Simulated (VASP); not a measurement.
Set up this calculation in VASP 6.6.1, as the native input.

| Property | Result |
| --- | --- |
| Task | relaxation of the atoms |
| Functional | PBE |
| Dispersion | D3(BJ) |
| Potentials or basis | VASP PAW PBE potentials, release 64 (Na_pv) |
| Cutoff | 400 eV |
| k mesh | 1 × 1 × 1 |
| Occupations | gaussian, width 0.01 eV |
| Spin | collinear spin, ferromagnetic start |
| Starting moments | [0.5] μB |
| Fixed moment | 1 μB |
| Atoms held fixed (from 0) | [0] |
| Further INCAR settings | ALGO = Normal; EDIFF = 1e-06; ISYM = 0; IBRION = 2; EDIFFG = -0.03; NSW = 120 |

The structure of Na lies in POSCAR:

```
Na
1.0
   10.5000000000      0.0000000000      0.0000000000
    0.0000000000     11.0000000000      0.0000000000
    0.0000000000      0.0000000000     11.5000000000
Na
1
Selective dynamics
Direct
    0.5000000000      0.5045454545      0.5000000000  F F F
```

The input as run:

INCAR

```
SYSTEM = Na
ALGO     = Normal         ! electronic algorithm
EDIFF    = 1E-6           ! SCF threshold, eV
EDIFFG   = -0.03          ! ionic threshold
ENCUT    = 400            ! plane-wave cutoff, eV
GGA      = PE             ! functional
IBRION   = 2              ! ionic algorithm
ISIF     = 2              ! what is computed and relaxed
ISMEAR   = 0              ! smearing method
ISPIN    = 2              ! spin polarisation
ISYM     = 0            
IVDW     = 12             ! dispersion correction
LASPH    = .True.         ! aspherical terms in the spheres
LCHARG   = .False.        ! write CHGCAR
LORBIT   = 11             ! projections on sites
LREAL    = .False.        ! projectors in reciprocal space
LWAVE    = .False.        ! write WAVECAR
MAGMOM   = 0.5            ! initial moments
NELM     = 60             ! most SCF steps
NSW      = 120            ! ionic steps
NUPDOWN  = 1              ! fixed moment
PREC     = Accurate       ! precision mode
SIGMA    = 0.01           ! smearing width, eV
```

KPOINTS

```
k-points
0
Gamma
  1 1 1
  0 0 0
```

Potentials or basis: VASP PAW PBE potentials, release 64 (Na_pv).

Command:

```sh
$ cat potpaw_PBE.64/Na_pv/POTCAR > POTCAR
$ mpirun -np 4 vasp_gam > vasp.out
```

Results of the run:

```
Net moment                                            : 1.00 μB per cell
Site moments                                          : Na +0.11 μB
Valence electrons inside the program's atomic spheres : Na 6.05
Dispersion energy per atom                            : -0.003 eV
```

Caveat: the relaxation stopped at its first step, so nothing moved; the total moment is fixed, so each spin has its own Fermi level.

Run time: 23 s on 4 MPI ranks on AMD EPYC 9R45 (Zen 5), on a shared host, peak memory 0.34 GiB a rank.
